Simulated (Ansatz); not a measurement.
Two G0W0 runs on AlGa5P6 (zincblende [001] superlattice).

The cell holds 12 atoms: 5 Ga, 6 P and 1 Al. Cell: a = 3.853 Å, b = 3.853 Å, c = 16.310 Å, α = 90.0°, β = 90.0°, γ = 90.0°. It derives from GaP. Regions: GaP, 10 atoms (5 Ga and 5 P); AlP, 2 atoms (1 Al and 1 P). The structure's axis is c.

```xyz
12
Lattice="3.8531 0.0000 0.0000 0.0000 3.8531 0.0000 0.0000 0.0000 16.3100" Properties=species:S:1:pos:R:3 pbc="T T T"
Ga    0.0000    0.0000    0.6900
P     1.9266    0.0000    2.0471
Ga    1.9266    1.9266    3.4032
P     0.0000    1.9266    4.7596
Ga    0.0000    0.0000    6.1161
P     1.9266    0.0000    7.4726
Ga    1.9266    1.9266    8.8291
P     0.0000    1.9266   10.1852
Ga    0.0000    0.0000   11.5423
P     1.9266    0.0000   12.9045
Al    1.9266    1.9266   14.2711
P     0.0000    1.9266   15.6378
```

The structure was relaxed with PBEsol. The runs that relaxed it are not among those shown.

The first (Ansatz 0.2.0; start PBEsol, 4×4×2 mesh, 1010 empty bands, screening to 150 eV, PAW set soft_1 files; 1 × NVIDIA H100 80GB HBM3 (shared by 6 runs) with 3 threads of AMD EPYC 7R13 (Zen 3), shared host) gave, on its mesh: starting gap 1.40 eV, G0W0 gap 2.10 eV, RPA ε∞ (mean) 12.02, 88 s.

**Question.** The second changes empty bands from 1010 to 255 and screening cutoff (eV) from 150.0 to 60. What does it give?

It gave: starting gap 1.40 eV, G0W0 gap 1.90 eV, RPA ε∞ (mean) 12.08, 25 s. The G0W0 gap moves by −0.20 eV, +0.00 eV from the start and −0.20 eV from the correction.

Limits: not at the basis limit; no spin-orbit coupling; coarse k mesh.

[Paths, hosts, dates, memory and timing lines, banners, echoed tables and standing remarks are left out of the program output.]

[Logs are printed without paths, hosts, clocks, repeated set-up lines and the standing remarks that a program may print on its own settings, such as how far it seeks lower states.]

[Runs of the session that timed out or met a known fault of the program may be left out.]

[Cells called generated may have been cut or substituted from an entry of the Crystallography Open Database or the Materials Project.]

[Hosts, paths, dates, database ids (printed as entryN), source tags and the programs' standing remarks are cut or masked in the printed files.]
